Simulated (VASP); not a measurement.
SnSe2, 3 atoms in the cell. The structure is trigonal, space group P-3m1 (No. 164). Conventional cell: a = 3.811 Å, b = 3.811 Å, c = 6.136 Å, α = 90.00°, β = 90.00°, γ = 120.00°. Sn (site symmetry -3m) is surrounded by 6 Se at 2.68 Å. Around Se (site symmetry 3m) lie 3 Sn at 2.68 Å. 

* Program: VASP 6.6.1
* Task: relaxation of cell and atoms
* Functional: LDA
* Potentials or basis: VASP PAW LDA potentials, release 64 (Sn_d, Se)
* Cutoff: 600 eV
* k mesh: 8 × 8 × 4
* Occupations: gaussian, width 0.02 eV
* Spin: no spin polarisation
* Ladder: gaps
* Further INCAR settings: ALGO = Normal; EDIFF = 1e-06; IBRION = 2; EDIFFG = -0.01; NSW = 40; ISIF = 3

Potentials or basis: VASP PAW LDA potentials, release 64 (Sn_d, Se).

Command:

```bash
$ cat potpaw_LDA.64/Sn_d/POTCAR potpaw_LDA.64/Se/POTCAR > POTCAR
$ mpirun -np 1 vasp_std > vasp.out
```

Hardware: 1 thread of Intel(R) Xeon(R) Platinum 8488C (Sapphire Rapids) (shared host).

Q: How long does it take, and how much memory?

A: Run time: 5.5 min on 1 thread of Intel(R) Xeon(R) Platinum 8488C (Sapphire Rapids), on a shared host, peak memory 0.21 GiB. Counts: scf iterations 106, k points 35, ion steps 16.
